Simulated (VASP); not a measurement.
The system is Mg.

```
Mg
1.0
     0.00000    2.24426    2.24426
     2.24426    0.00000    2.24426
     2.24426    2.24426    0.00000
Mg
1
Direct
  0.00000 0.00000 0.00000
```

This isn't the form of Mg at room conditions, which is hcp.

| Quantity | Value |
| --- | --- |
| Program | VASP 6.6.1 |
| Task | single point |
| Functional | PBE |
| Potentials or basis | VASP PAW PBE potentials, release 64 (Mg) |
| Cutoff | 520 eV |
| k mesh | 10 × 10 × 10 |
| Occupations | fermi-dirac, width 0.05 eV |
| Spin | no spin polarisation |

On this cell: pressure 0.7 GPa; band gap on the k mesh none (metal or under the smearing width).

The same run follows on a disturbed copy (cell strained at random at fixed volume):

```
CELL_PARAMETERS angstrom
0.02074 2.21365 2.27413
2.26756 0.04128 2.25359
2.30140 2.22695 0.00745
ATOMIC_POSITIONS crystal
Mg 0.00172 0.00720 0.98951
```

Problem. What changes?

Solution. The energy (extrapolated to zero smearing) moves by +1.1 meV/atom; pressure 0.7 GPa; band gap on the k mesh none (metal or under the smearing width).

Stress tensor (GPa, compression positive):
```
 0.58 -0.71  0.12
-0.71  0.90 -0.42
 0.12 -0.42  0.63
```
